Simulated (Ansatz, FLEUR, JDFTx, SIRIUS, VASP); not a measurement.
Ni: 6 runs at one level of theory

```
Ni
1.0
     0.00000    1.73757    1.73757
     1.73757    0.00000    1.73757
     1.73757    1.73757    0.00000
Ni
1
Direct
  0.00000 0.00000 0.00000
```

Alike in all runs: task equation of state; functional PBEsol; k mesh 13 × 13 × 13; occupations fermi-dirac, width 0.05 eV; collinear spin, starts as each program's potentials allow; no spin-orbit coupling.

```json
{"program and potentials": "Ansatz, Ansatz PAW", "plane-wave cutoff (eV)": "420", "notes": "potentials made for PBE, which Ansatz adapts in part", "equilibrium volume (Å³/atom)": "10.38", "bulk modulus (GPa)": "231.8"}
{"program and potentials": "Ansatz, all-electron LAPW, scalar-relativistic", "plane-wave cutoff (eV)": "-", "notes": "moment up to 0.63 μB a cell", "equilibrium volume (Å³/atom)": "10.38", "bulk modulus (GPa)": "231.7"}
{"program and potentials": "FLEUR, all-electron, FLAPW", "plane-wave cutoff (eV)": "-", "notes": "-", "equilibrium volume (Å³/atom)": "10.38", "bulk modulus (GPa)": "231.5"}
{"program and potentials": "VASP, PBE PAW files Ni, 520 eV", "plane-wave cutoff (eV)": "520", "notes": "potentials made for PBE", "equilibrium volume (Å³/atom)": "10.38", "bulk modulus (GPa)": "228.0"}
{"program and potentials": "JDFTx, PseudoDojo-SR-PBEsol-0.4.1-standard with smoothed tails", "plane-wave cutoff (eV)": "1333", "notes": "-", "equilibrium volume (Å³/atom)": "10.38", "bulk modulus (GPa)": "230.8"}
{"program and potentials": "SIRIUS, PseudoDojo 0.4.1 PBEsol standard (scalar relativistic)", "plane-wave cutoff (eV)": "1333", "notes": "-", "equilibrium volume (Å³/atom)": "10.38", "bulk modulus (GPa)": "230.7"}
```

All agree on the equilibrium volume. The bulk modulus spans 228.0 (VASP, PBE PAW files Ni, 520 eV) to 231.8 GPa (Ansatz, Ansatz PAW), with all-electron results at 231.5 to 231.7. For a metal such a mesh isn't converged, which the comparison doesn't need.

The functional is the same throughout but for its coding, so the spread measures potentials, basis and numerics; runs on potential files found faulty are left out.

The six runs give the same equilibrium volume, 10.38 Å³/atom, and differ only in the stiffness around it. That is the expected order of sensitivity: the bulk modulus depends on the curvature of the energy curve, so small differences in how the core and the 3d shell are represented show there first. The VASP value of 228.0 GPa stands lowest, possibly because its core description responds differently to compression.

Agreement between programs is not agreement with nature. Measured nickel has a clearly larger volume and is considerably softer. The likely cause is PBEsol itself: its weakened gradient correction suits slowly varying densities, but overbinds the compact 3d shell, shortening the bonds and thereby stiffening the lattice. The close match with the all-electron results makes the potentials an unlikely source of this error.

The shared volume suggests similar magnetic states, but with a moment printed for only one run, the comparison does not establish that the programs agree on nickel's ferromagnetism.
